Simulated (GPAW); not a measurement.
Crystal: WS2, a slab with vacuum.

```
W S
1.0
     3.18321    0.00000    0.00000
    -1.59160    2.75674    0.00000
     0.00000    0.00000   23.66876
W S
2 4
Cartesian
  1.5916 0.9189 8.5842
  0.0000 1.8378 15.0845
  1.5916 0.9189 16.6435
  0.0000 1.8378 10.1434
  1.5916 0.9189 13.5253
  0.0000 1.8378 7.0253
```

Program: GPAW 26.7.0. Alike in all runs: no spin polarisation; cell as given; smearing fermi-dirac 0.05 eV.

Order these runs on this cell by their band gap on the k mesh, lowest first.
A. level PBEsol; potentials or basis PAW data sets generated in the run's folder for this functional, pw; k mesh 6 × 6 × 1; cutoff (eV) 600; maxiter 150; band path GMKGALHA,LM,KH; band points 61
B. level r2SCAN; potentials or basis GPAW PAW data sets (gpaw-data 1.2.1), pw; k mesh 8 × 8 × 1; cutoff (eV) 450; maxiter 120; convergence default
C. level LDA; potentials or basis the program's PAW data sets (release 1.2.1) made for this functional, pw; k mesh 7 × 7 × 2; cutoff (eV) 600; maxiter 150; band path GMKGALHA,LM,KH; band points 80

A (1.44 eV), C (1.60 eV), B (1.83 eV).

Caveats: spin-orbit coupling is left out, which moves the levels of the heavy elements.

A k mesh can miss the band edges.

Not every run made on this cell is shown here.
